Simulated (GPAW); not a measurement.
Runs of GPAW 26.7.0 on HgTe (Coloradoite). It takes space group F-43m (No. 216, cubic). Conventional cell: a = 6.429 Å, b = 6.429 Å, c = 6.429 Å, α = 90.00°, β = 90.00°, γ = 90.00°. Around Hg (site symmetry -43m) lie 4 Te at 2.78 Å. Around Te (site symmetry -43m) lie 4 Hg at 2.78 Å. 

| task | level | potentials or basis | spin | cell | k mesh | band path | band points | spin axis theta (degrees) | spin axis phi (degrees) | soc after scf | gap on the mesh (eV) | pressure (GPa) | relaxed volume (Å³/atom) |
| --- | --- | --- | --- | --- | --- | --- | --- | --- | --- | --- | --- | --- | --- |
| relaxation of cell and atoms | PBEsol | PAW data sets generated in the run's folder for this functional, pw | off | relaxed | 7 × 7 × 7 | - | - | - | - | - | none | 0.1 | (a) |
| band structure | OLYP | PAW data sets generated in the run's folder for this functional, pw | SOC, no magnetisation | as given | 6 × 6 × 6 | GXWKGLUWLK,UX | 60 | 90 | 0 | second variation | - | 6.1 | - |
| relaxation of cell and atoms | PBEsol+D3(BJ) | PAW data sets generated in the run's folder for this functional, pw | off | relaxed | 7 × 7 × 7 | - | - | - | - | - | none | 0.0 | - |
| relaxation of cell and atoms | PBEsol+D3(BJ)+ATM | PAW data sets generated in the run's folder for this functional, pw | off | relaxed | 7 × 7 × 7 | - | - | - | - | - | none | 0.0 | 33.36 |
| band structure | PBEsol | PAW data sets generated in the run's folder for this functional, pw | SOC, no magnetisation | as given | 6 × 6 × 6 | GXWKGLUWLK,UX | 60 | 0 | 0 | second variation | - | (b) | - |
| relaxation of cell and atoms | PBEsol+D4 | PAW data sets generated in the run's folder for this functional, pw | off | relaxed | 7 × 7 × 7 | - | - | - | - | - | none | 0.0 | 33.68 |
| relaxation of cell and atoms | PBEsol+D3 | PAW data sets generated in the run's folder for this functional, pw | off | relaxed | 7 × 7 × 7 | - | - | - | - | - | none | 0.0 | 33.33 |

Alike in all rows: cutoff (eV) 600; smearing fermi-dirac 0.05 eV.

Estimate the missing entries.

(a) 34.42; (b) 1.8.

Caveats: later steps reuse the first step's grids (some runs); pairwise dispersion overbinds metals, which lowers pressure and volume (some runs); spin-orbit coupling was added after a scalar SCF, so levels and gaps hold it while energy, forces, pressure and moments don't (some runs); this program's spin-orbit splittings come out too wide for heavy elements (some runs); the relaxation stopped at its first step, so nothing moved (some runs).

A k mesh can miss the band edges, and rows without SOC leave out spin-orbit coupling on Hg, Te.

A gap of «none» marks a metal or a gap under the smearing width.

Runs at the PBE level aren't shown here.
